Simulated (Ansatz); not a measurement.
MnS:

```
CELL_PARAMETERS angstrom
0.00000 2.60450 2.60450
2.60450 0.00000 2.60450
2.60450 2.60450 0.00000
ATOMIC_POSITIONS crystal
Mn 0.00000 0.00000 0.00000
S 0.50000 0.50000 0.50000
```

Base run:

| Quantity | Value |
| --- | --- |
| Program | Ansatz 0.2.0 |
| Functional | r2SCAN |
| Potentials or basis | Ansatz PAW |
| Cutoff | 500 eV (not typed: the program's choice for these potentials) |
| k mesh | 9 × 9 × 9 |
| Occupations | fermi-dirac, width 0.05 eV |
| Spin | collinear spin, ferromagnetic start |
| Starting moments | [4.0, 0.0] μB |

Its results: band gap on the k mesh none (metal or under the smearing width); pressure 0.5 GPa; net moment 4.98 μB per cell; site moments Mn +4.45; S +0.18 μB.

Problem. The run is repeated on the same cell with these changes: functional from r2SCAN to revPBE; cutoff from 500 eV (not typed: the program's choice for these potentials) to 420 eV (not typed: the program's choice for these potentials). What comes out?

Solution. Band gap on the k mesh none (metal or under the smearing width); pressure -0.3 GPa; net moment 4.75 μB per cell; site moments Mn +4.25; S +0.15 μB.

Caveats: a cell with one magnetic atom can't hold antiferromagnetic order, which such compounds often take; semilocal functionals often make such compounds metallic where correlation or magnetic order opens a gap, which also shifts bond lengths; the PAW data sets come from PBE, with cores solved anew for the run's functional, which leaves a small shift of forces and pressure; the magnetic or orbital state may not be the lowest (some runs).
